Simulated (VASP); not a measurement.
# Bi: molecular dynamics with a thermostat

Bi, P2/m (no. 10), 16 atoms in the cell. PBE, molecular dynamics; PAW potentials Bi (PBE set).

Ensemble: Nose-Hoover; Target temperature (K): 1000.

## Input

INCAR:
```
SYSTEM = Bi
GGA      = PE             ! functional
PREC     = Normal         ! precision mode
ENCUT    = 200            ! plane-wave cutoff, eV
EDIFF    = 1E-6           ! SCF threshold, eV
NELMIN   = 4            
NELM     = 60             ! most SCF steps
ALGO     = Fast           ! electronic algorithm
LREAL    = Auto         
LASPH    = .TRUE.         ! aspherical terms in the spheres
ISMEAR   = -1             ! smearing method
SIGMA    = 0.05           ! smearing width, eV
ISYM     = 0            
LWAVE    = .FALSE.        ! write WAVECAR
LCHARG   = .FALSE.        ! write CHGCAR
IBRION   = 0              ! ionic algorithm
NSW      = 60             ! ionic steps
POTIM    = 4.0            ! step
TEBEG    = 1000         
ISIF     = 2              ! what is computed and relaxed
RANDOM_SEED= 860048 0 0   
MDALGO   = 2            
SMASS    = 0            
KPAR     = 2             
```

KPOINTS:
```
k-points
0
Monkhorst-Pack
  2 1 2
```

POSCAR:
```
Bi
1.0
    6.4767524920      0.0000000000      0.0000000000
    0.0000000000     12.8865732800      0.0000000000
   -0.0804548793      0.0000000000      6.4438887882
Bi
16
Direct
    0.2721236250      0.0000000000      0.7495778900
    0.2721236250      0.2500000000      0.7495778900
    0.2721236250      0.5000000000      0.7495778900
    0.2721236250      0.7500000000      0.7495778900
    0.7721236250      0.0000000000      0.7495778900
    0.7721236250      0.2500000000      0.7495778900
    0.7721236250      0.5000000000      0.7495778900
    0.7721236250      0.7500000000      0.7495778900
    0.2278763750      0.0000000000      0.2504221100
    0.2278763750      0.2500000000      0.2504221100
    0.2278763750      0.5000000000      0.2504221100
    0.2278763750      0.7500000000      0.2504221100
    0.7278763750      0.0000000000      0.2504221100
    0.7278763750      0.2500000000      0.2504221100
    0.7278763750      0.5000000000      0.2504221100
    0.7278763750      0.7500000000      0.2504221100
```

Commands:
```
cat potpaw_PBE.64/Bi/POTCAR > POTCAR
mpirun -np 2 vasp_std > vasp.out
```

## Result

- Mean temperature (K): 991
- Rise of the mean potential energy above the start (meV/atom): 46.1
- Electronic steps per ionic step after the first: 5.4

Course of the run:

| Time (fs) | Temperature (K) | Potential energy less the first (meV/atom) |
|---|---|---|
| 4 | 1000 | 0.0 |
| 24 | 953 | 6.0 |
| 40 | 868 | 18.7 |
| 60 | 753 | 42.8 |
| 76 | 692 | 66.7 |
| 96 | 767 | 92.3 |
| 112 | 1088 | 99.6 |
| 132 | 1786 | 89.4 |
| 148 | 1965 | 75.1 |
| 168 | 1390 | 54.4 |
| 184 | 911 | 36.5 |
| 204 | 582 | 19.7 |
| 220 | 475 | 11.3 |
| 240 | 487 | 2.3 |

REPORT:
```
MDALGO =   2
               SCALING =       0
                 CNEXP =     9.000   14.000
           RANDOM_SEED =            860048                0                0

   original number of atomic DOF:         45
   number of independent constraints:      0
   number of active DOF:                  45

========================================
         MD step No.       1
========================================

  Atomic velocities initialized by STEP_tb

  >Energies
                    E_tot             E_pot             E_kin               EPS                ES
   e_b>   -0.60541524E+02   -0.62480638E+02    0.19391139E+01    0.00000000E+00    0.00000000E+00

  >Temperature
               T_sim     T_inst
   tmprt>   1000.000   1000.104

  >Thermostat:
           s(n+1) sdot(n+1)      s(n)   sdot(n)        Qs
   s_b>   0.00000   0.00000   0.00000   0.00000   1.15676

           RANDOM_SEED =            860048               96                0

[... steps left out ...]

========================================
         MD step No.      60
========================================

  >Energies
                    E_tot             E_pot             E_kin               EPS                ES
   e_b>   -0.60539384E+02   -0.62444188E+02    0.94466297E+00    0.14059858E-02    0.95873517E+00

  >Temperature
               T_sim     T_inst
   tmprt>   1000.000    487.213

  >Thermostat:
           s(n+1) sdot(n+1)      s(n)   sdot(n)        Qs
   s_b>   0.24114  -0.00919   0.24724  -0.00299   1.15676

           RANDOM_SEED =            860048               96                0
```

OSZICAR:
```
N       E                     dE             d eps       ncg     rms          rms(c)
DAV:   1     0.240485723901E+03    0.24049E+03   -0.15692E+04   196   0.593E+02
DAV:   2    -0.361365725442E+02   -0.27662E+03   -0.26878E+03   240   0.134E+02
DAV:   3    -0.612635234593E+02   -0.25127E+02   -0.24453E+02   240   0.446E+01
DAV:   4    -0.625303188997E+02   -0.12668E+01   -0.12585E+01   272   0.108E+01
DAV:   5    -0.625482939828E+02   -0.17975E-01   -0.17953E-01   240   0.141E+00    0.742E+00
RMM:   6    -0.625004444546E+02    0.47850E-01   -0.33867E-02   198   0.662E-01    0.442E+00
RMM:   7    -0.624763772858E+02    0.24067E-01   -0.10018E-01   201   0.110E+00    0.234E-01
RMM:   8    -0.624805665394E+02   -0.41893E-02   -0.30061E-02   233   0.540E-01    0.232E-01
RMM:   9    -0.624807434873E+02   -0.17695E-03   -0.21398E-03   236   0.166E-01    0.181E-01
RMM:  10    -0.624807920245E+02   -0.48537E-04   -0.26824E-04   237   0.528E-02    0.158E-01
RMM:  11    -0.624807103182E+02    0.81706E-04   -0.21801E-04   196   0.403E-02    0.204E-01
RMM:  12    -0.624806331967E+02    0.77121E-04   -0.14663E-04   207   0.399E-02    0.715E-02
[... left out ...]
     59 T=   471. E= -.60539558E+02 F= -.62413321E+02 E0= -.62366565E+02  EK= 0.91405E+00 SP= 0.96E+00 SK= 0.19E-02
[... last step whole ...]
       N       E                     dE             d eps       ncg     rms          rms(c)
DAV:   1    -0.624441507171E+02   -0.30831E-01   -0.13813E-03   279   0.108E+00    0.420E-03
RMM:   2    -0.624441790182E+02   -0.28301E-04   -0.37632E-04   206   0.407E-02    0.202E-03
RMM:   3    -0.624441864084E+02   -0.73902E-05   -0.73114E-05   226   0.196E-02    0.178E-03
RMM:   4    -0.624441875576E+02   -0.11492E-05   -0.12371E-05   161   0.799E-03    0.141E-03
RMM:   5    -0.624441878494E+02   -0.29176E-06   -0.31345E-06   119   0.392E-03
     60 T=   487. E= -.60539384E+02 F= -.62444188E+02 E0= -.62392502E+02  EK= 0.94466E+00 SP= 0.96E+00 SK= 0.14E-02
```

Limits: 240 fs of 16 atoms are too short for converged averages.

VASP 6.6.1 took 668 s on 2 cores (Intel Xeon Platinum 8259CL @ 2.50GHz (Skylake/Cascade Lake)), a shared host.
